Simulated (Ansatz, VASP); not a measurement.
## One calculation of Ca2H3, two programs

File INCAR:

```
SYSTEM = Ca2H3
PREC = Accurate
ENCUT = 520
EDIFF = 1E-7
ISMEAR = 0
SIGMA = 0.1
LREAL = .False.
LASPH = .True.
NELM = 100
ALGO = Normal
ISIF = 2
LWAVE = .False.
LCHARG = .False.
GGA = PE
NBANDS = 20
```

Contents of KPOINTS:

```
Automatic mesh
0
Gamma
  6 6 4
  0 0 0
```

POSCAR

```
Ca2H3
1.0
    3.7835918710      0.0000000000      0.0000000000
   -1.8917959355      3.2766866778      0.0000000000
    0.0000000000      0.0000000000      5.8866543576
Ca H
2 3
Direct
    0.3333333333      0.6666666667      0.2450000000
    0.6666666667      0.3333333333      0.7550000000
    0.0000000000      0.0000000000      0.0000000000
    0.3333333333      0.6666666667      0.6450000000
    0.6666666667      0.3333333333      0.3550000000
```

Input for Ansatz:

```yaml
crystal:
  lattice:
    - [3.783591871, 0.0, 0.0]
    - [-1.8917959355, 3.2766866778, 0.0]
    - [0.0, 0.0, 5.8866543576]
  atoms:
    - { symbol: Ca, position: [0.3333333333, 0.6666666667, 0.245] }
    - { symbol: Ca, position: [0.6666666667, 0.3333333333, 0.755] }
    - { symbol: H, position: [0.0, 0.0, 0.0] }
    - { symbol: H, position: [0.3333333333, 0.6666666667, 0.645] }
    - { symbol: H, position: [0.6666666667, 0.3333333333, 0.355] }
basis:
  ecutwfc: 420
kpoints:
  mp_grid: { grid: [6, 6, 4] }
hamiltonian:
  xc: pbe
scf:
  occupations: { method: gaussian, width: 0.1 }
  lower_state_search: "off"
output:
  forces: true
  stress: true
  eigenvalues: true
```

Alike in both runs: task single point; functional PBE; k mesh 6 × 6 × 4; occupations gaussian, width 0.1 eV; no spin polarisation.

```csv
,VASP,Ansatz
version,VASP 6.6.1,Ansatz 0.2.0
potentials or method,"VASP PAW PBE potentials, release 64 (Ca_sv, H)","scalar-relativistic, plane waves, PAW"
plane-wave cutoff (eV),520,420
valence electrons in the cell,23,23
```

|  | VASP | Ansatz | Ansatz less VASP |
| --- | --- | --- | --- |
| gap on the k mesh at the Fermi level (eV) | none | none | - |
| pressure (GPa) | -0.6 | -0.7 | -0.05 |
| largest component of the traceless stress (GPa) | 0.08 | 0.07 | -0.013 |
| rms of the force components (eV/Å) | 0.202 | 0.204 | +0.0022 |

Atom by atom the forces differ by 0.002 eV/Å (rms over components). A gap of «none» marks a metal or a gap that the smearing closes.
